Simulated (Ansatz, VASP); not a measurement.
## Two plane-wave programs on HfSiO4

```
Hf Si O
1.0
     0.00000    4.12785    4.12785
     4.12785    0.00000    4.12785
     4.12785    4.12785    0.00000
Hf Si O
1 1 4
Cartesian
  0.0000 0.0000 0.0000
  6.1918 6.1918 6.1918
  5.2492 5.2492 7.1343
  5.2492 7.1343 5.2492
  7.1343 5.2492 5.2492
  7.1343 7.1343 7.1343
```

Alike in both runs: task single point; functional PBEsol; k mesh 6 × 6 × 6; occupations gaussian, width 0.02 eV; no spin polarisation.

|  | VASP | Ansatz |
| --- | --- | --- |
| version | VASP 6.6.1 | Ansatz 0.2.0 |
| potentials or method | VASP PAW PBE potentials, release 64 (Hf_pv, Si, O) | scalar-relativistic, plane waves, PAW |
| plane-wave cutoff (eV) | 520 | 420 |
| valence electrons in the cell | 38 | 54 |

|  | VASP | Ansatz | Ansatz less VASP |
| --- | --- | --- | --- |
| gap on the k mesh at the Fermi level (eV) | 4.87 | 4.87 | -0.002 |
| least direct gap on the mesh (eV) | 4.87 | 4.87 | -0.003 |
| pressure (GPa) | -2.2 | -1.9 | +0.26 |
| rms of the force components (eV/Å) | 0.172 | 0.072 | -0.1000 |

Atom by atom the forces differ by 0.100 eV/Å (rms over components). One of these differences is far larger than is usual between the two programs; its cause wasn't traced. The two sets of potentials don't hold the same shells in valence.

Caveats: the PAW data sets were made with another functional, which shifts forces and pressure a little (VASP); spin-orbit coupling is left out, which moves the levels of the heavy elements. A k mesh can miss the band edges.
